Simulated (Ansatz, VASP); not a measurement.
**Mn in VASP and in Ansatz**

```
CELL_PARAMETERS angstrom
0.00000 2.50824 2.50824
2.50824 0.00000 2.50824
2.50824 2.50824 0.00000
ATOMIC_POSITIONS crystal
Mn 0.12500 0.12500 0.12500
Mn 0.87500 0.87500 0.87500
```

Alike in both runs: functional BLYP; k mesh 11 × 11 × 11; occupations fermi-dirac, width 0.1 eV; no spin polarisation.

Ansatz relaxed the structure, and its values are those at the end. VASP's run is a single point on that final structure, the one shown.

|  | VASP | Ansatz |
| --- | --- | --- |
| version | VASP 6.6.1 | Ansatz 0.2.0 |
| potentials or method | VASP PAW PBE potentials, release 64 (Mn_pv) | plane waves (420 eV) with PAW, scalar-relativistic |
| plane-wave cutoff (eV) | 520 | 420 |
| valence electrons in the cell | 26 | 30 |

```csv
,VASP,Ansatz,Ansatz less VASP
pressure (GPa),0.5,0.0,-0.54
```

The two sets of potentials don't hold the same shells in valence.

Caveats: the PAW data sets were made with another functional, which shifts forces and pressure a little (VASP); the run has no spin polarisation, though such a crystal can be magnetic. Spin polarisation is off, so any magnetic state and its effect on volume and gap are missing.
